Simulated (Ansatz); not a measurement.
Rh in Ansatz: the effect of functional

Crystal: Rh.

```
Rh
1.0
     0.00000    1.89785    1.89785
     1.89785    0.00000    1.89785
     1.89785    1.89785    0.00000
Rh
1
Direct
  0.00000 0.00000 0.00000
```

Alike in all runs:

```yaml
Program: Ansatz 0.2.0
Task: projected density of states
Potentials_or_basis: Ansatz PAW
k_mesh: 7 × 7 × 7
Occupations: fermi-dirac, width 0.05 eV
Spin: no spin polarisation
```

| functional | cutoff | pressure (GPa) |
| --- | --- | --- |
| LDA | 420 eV (not typed: the program's choice for these potentials) | -11.1 |
| PBEsol | 420 eV (not typed: the program's choice for these potentials) | -5.0 |
| RPBE | 420 eV (not typed: the program's choice for these potentials) | 10.9 |
| revPBE | 420 eV (not typed: the program's choice for these potentials) | 9.6 |
| BLYP | 420 eV (not typed: the program's choice for these potentials) | 20.6 |
| r2SCAN | 500 eV (not typed: the program's choice for these potentials) | ? |
| HSE06 | 420 eV (not typed: the program's choice for these potentials) | -5.1 |
| PBE0 | 420 eV (not typed: the program's choice for these potentials) | -5.0 |
| r2SCAN0 | 500 eV (not typed: the program's choice for these potentials) | -8.9 |

What does the run with functional r2SCAN give?

Pressure 0.0 GPa.

Caveats: all runs use coarse meshes; the PAW data sets come from PBE, with cores solved anew for the run's functional, which leaves a small shift of forces and pressure; the density of states is complete only up to the lowest level of the last band computed; the thresholds are loose for stress (some runs).

Runs at the PBE level aren't shown here.
